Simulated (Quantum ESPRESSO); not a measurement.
Two runs for the B K edge of atom 2 in B2W (P6/mmm). Run A: Quantum ESPRESSO XSpectra, PBE, excited-electron core hole (neutral cell), 18-atom cell with 5.2 Å between holes, 7×7×5 k points, dipole transitions, Lorentzian half width 0.4 eV, without spin-orbit coupling. Run B differs in one choice.

Energy from the energy zero of the input (xe0, at the border of filled and empty states); intensity scaled to a mean of 1 over the first 20 eV:

```csv
E (eV),A,B
-2.0,0.06,0.05
-1.0,0.12,0.09
0.0,0.47,0.45
1.0,0.92,0.95
2.0,1.00,1.01
3.0,1.06,1.06
4.0,1.09,1.07
5.0,1.31,1.32
6.0,1.19,1.20
7.0,1.32,1.32
8.0,1.66,1.54
9.0,1.56,1.47
10.0,1.38,1.29
11.0,1.16,1.12
12.0,1.05,1.03
13.0,1.00,0.97
14.0,0.84,0.90
15.0,1.08,0.87
16.0,0.85,0.75
17.0,0.50,0.59
18.0,0.30,0.48
19.0,0.25,0.43
20.0,0.22,0.41
21.0,0.23,0.44
22.0,0.45,0.49
23.0,0.56,0.54
24.0,0.60,0.59
25.0,0.80,0.62
26.0,0.81,0.64
27.0,0.80,0.63
28.0,0.74,0.60
29.0,0.55,0.56
30.0,0.37,0.52
31.0,0.41,0.50
32.0,0.47,0.50
```

**Question.** What was changed?
a) the radius of the reconstruction
b) the broadening
c) the plane-wave cutoff
d) the volume of the cell

(b): run B changes the broadening from Lorentzian half width 0.4 eV to Lorentzian half width 0.3 eV up to 4 eV, rising linearly to 2.5 eV at 25 eV. The scaled spectrum changes by 11 % r.m.s. The highest intensity below 16 eV goes from 8.3 eV (1.75) to 8.3 eV (1.56). Other settings could leave a like mark; this is the one that was changed.

[Banner, clock and machine lines of the logs are left out without a mark of their own.]

[Logs are printed without paths, hosts, clocks, repeated set-up lines and the standing remarks that a program may print on its own settings, such as how far it seeks lower states.]

[Hosts, paths, dates, database ids (printed as entryN), source tags and the programs' standing remarks are cut or masked in the printed files.]

[Lists of maxima count a maximum above −3 eV only where it reaches 4 % of the highest in the window and stands out from its surroundings by 2 % of it (1.5 % where it reaches 55 %); shoulders and weaker maxima are passed over, and of the rest the first, up to two pre-edge ones and the few strongest are named.]
